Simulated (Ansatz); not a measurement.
Deforming Zn

```xyz
2
Lattice="2.6648 0.0000 0.0000 -1.3324 2.3078 0.0000 0.0000 0.0000 4.9467" Properties=species:S:1:pos:R:3 pbc="T T T"
Zn    0.0000    1.5385    1.2367
Zn    1.3324    0.7693    3.7100
```

Atoms are numbered in the order listed.

The cell is COD entry 9008522, as deposited and not checked against the literature; nothing was relaxed.

These are results of Ansatz 0.2.0, DFT, PBE, all-electron PAW with datasets made for the crystal, scalar-relativistic, not measurements.

Sampling and basis: a Γ-centred 16×16×8 k mesh, Fermi–Dirac smearing of 0.03 eV, cutoff 260 eV (chosen by the program for this cell), no spin polarisation.

The unchanged cell is at -0.46 GPa, so energy changes include a term −P ΔV where the volume moves.

In a metal, stresses and small energies carry noise from the k mesh.

x, y and z are the Cartesian axes of the cell as listed; fractional coordinates follow a strain, and an engineering shear is twice the off-diagonal strain component.

Task: One change gave: energy change +3 meV/atom; stress change (xx, yy, zz, yz, xz, xy) -2.09, -2.09, -0.33, 0.00, 0.00, 0.00 GPa, compression positive. Which change was it?
A. x and y strained by +1 %, z held
B. atom 1 (Zn) moved by (0.0289, 0.0289, 0.0289) Å
C. xy engineering shear strain of +4 %

Result: A. For xy engineering shear strain of +4 %: energy change +6 meV/atom; stress change (xx, yy, zz, yz, xz, xy) 0.48, 0.28, 0.11, 0.00, 0.00, -2.97 GPa, compression positive; change of the force on Zn2 (-0.015, -0.006, 0.000) eV/Å. For atom 1 (Zn) moved by (0.0289, 0.0289, 0.0289) Å: energy change under 1 meV/atom; stress change (xx, yy, zz, yz, xz, xy) 0.08, -0.03, 0.05, 0.01, 0.01, 0.06 GPa, compression positive; change of the force on Zn1 (-0.014, -0.015, -0.064) eV/Å.

Task: What force constant does this one finite step give for Zn1 along its displacement (all its periodic images move with it)?

Result: k = −ΔF·u/|u|² = 1.08 eV/Å², so the force pulls the atom back.
